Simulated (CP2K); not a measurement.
BaTiO3:

```
Ba Ti O
1.0
     3.99980    0.00000    0.00000
     0.00000    3.99980    0.00000
     0.00000    0.00000    8.03600
Ba Ti O
2 2 6
Direct
  0.99933 0.00149 0.00206
  0.00067 0.99851 0.49794
  0.48935 0.49786 0.23992
  0.51065 0.50214 0.74208
  0.50279 0.50210 0.01077
  0.49721 0.49790 0.50523
  0.50567 0.00168 0.25810
  0.49433 0.99832 0.75690
  0.00777 0.49971 0.26264
  0.99223 0.50029 0.75236
```

Base run:

| Item | Value |
| --- | --- |
| Program | CP2K 2026.2 |
| Functional | PBE |
| Potentials or basis | POTENTIAL_UZH Ba GTH-PBE-q10, Ti GTH-PBE-q12, O GTH-PBE-q6; DZVP-MOLOPT-PBE-GTH basis |
| Density cutoff | 11565 eV |
| k mesh | 5 × 5 × 3 |
| Occupations | fermi-dirac, width 0.05 eV |
| Spin | no spin polarisation |

Its results: band gap on the k mesh 2.00 eV; pressure 5.9 GPa; largest force 0.980 eV/Å.

Task: The run is repeated on the same cell with these changes: functional from PBE to optB88-vdW. What comes out?

Result: Band gap on the k mesh 2.01 eV; pressure 4.7 GPa; largest force 1.041 eV/Å.

Caveats: spin-orbit coupling is left out, which moves the levels of the heavy elements; the mesh misses the band edges, which the band path finds closer together; the basis of atomic orbitals isn't converged, which shifts pressures, moduli and gaps; the potentials were made for another functional, which shifts forces and pressure (some runs).
